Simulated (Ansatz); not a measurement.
The system is CuO (Tenorite).

```
Cu O
1.0
     2.34465   -1.71340    0.00000
     2.34465    1.71340    0.00000
    -0.86055    0.00000    5.05944
Cu O
2 2
Direct
  0.49680 0.00320 0.50000
  0.00320 0.49680 0.00000
  0.40560 0.57140 0.75370
  0.57140 0.40560 0.25370
```

Base run:

```yaml
Program: Ansatz 0.2.0
Functional: PBE
Potentials_or_basis: JTH PAW
Cutoff: "1380 eV (not typed: the program's choice for these potentials)"
k_mesh: 10 × 10 × 5
Occupations: fermi-dirac, width 0.05 eV
Spin: no spin polarisation
```

Its results: band gap on the k mesh none (metal or under the smearing width); pressure 6.0 GPa; largest force 0.773 eV/Å.

Problem. The run is repeated on the same cell with these changes: potentials or basis from JTH PAW to PseudoDojo standard (PBE files); cutoff from 1380 eV (not typed: the program's choice for these potentials) to 1252 eV. What comes out?

Solution. Band gap on the k mesh none (metal or under the smearing width); pressure 5.5 GPa; largest force 0.762 eV/Å.

Caveats: the run has no spin polarisation, though such a crystal can be magnetic; semilocal functionals often make such compounds metallic where correlation or magnetic order opens a gap, which also shifts bond lengths.
